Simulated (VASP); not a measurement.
The system is ZnS (Wurtzite-2H).

```
CELL_PARAMETERS angstrom
3.81100 0.00000 0.00000
-1.90550 3.30042 0.00000
0.00000 0.00000 6.23400
ATOMIC_POSITIONS crystal
Zn 0.66667 0.33333 0.50000
Zn 0.33333 0.66667 0.00000
S 0.66667 0.33333 0.88500
S 0.33333 0.66667 0.38500
```

- Program: VASP 6.6.1
- Task: relaxation of cell and atoms
- Functional: RPBE
- Dispersion: D3
- Potentials or basis: VASP PAW PBE potentials, release 64 (Zn, S)
- Cutoff: 600 eV
- k mesh: 8 × 8 × 5
- Occupations: fermi-dirac, width 0.05 eV
- Spin: no spin polarisation

At the start: pressure 0.3 GPa; volume 19.60 Å³/atom.

**Question.** Where does the relaxation end?

**Answer.** Over 10 steps the energy falls by 5.0 meV/atom and the volume is 19.64 Å³/atom (+0.2 %); space group P6_3mc (No. 186, to 0.05 Å).

Step by step:
```
step  energy change (eV)  largest force (eV/Å)  pressure (GPa)  volume (Å³)
   1              0.0000                0.3050            0.30        78.41
   2             -0.0154                0.0782           -0.21        78.82
   3             -0.0154                0.0719           -0.26        78.83
   4             -0.0175                0.0433            0.12        78.51
   5             -0.0184                0.0194            0.34        78.25
   6             -0.0185                0.0078            0.39        78.13
   7             -0.0199                0.0116            0.07        78.46
   8             -0.0200                0.0121            0.02        78.53
   9             -0.0200                0.0122           -0.01        78.54
  10             -0.0200                0.0008           -0.03        78.55
```

Final structure:
```cif
data_structure
_symmetry_space_group_name_H-M 'P 1'
_symmetry_Int_Tables_number 1
_cell_length_a 3.8122
_cell_length_b 3.8122
_cell_length_c 6.2414
_cell_angle_alpha 90.000
_cell_angle_beta 90.000
_cell_angle_gamma 120.000
_cell_volume 78.55
loop_
_atom_site_label
_atom_site_type_symbol
_atom_site_fract_x
_atom_site_fract_y
_atom_site_fract_z
_atom_site_occupancy
Zn1 Zn 0.66667 0.33333 0.50507 1
Zn2 Zn 0.33333 0.66667 0.00507 1
S1 S 0.66667 0.33333 0.87993 1
S2 S 0.33333 0.66667 0.37993 1
```

Caveat: the PAW data sets were made with another functional, which shifts forces and pressure a little.
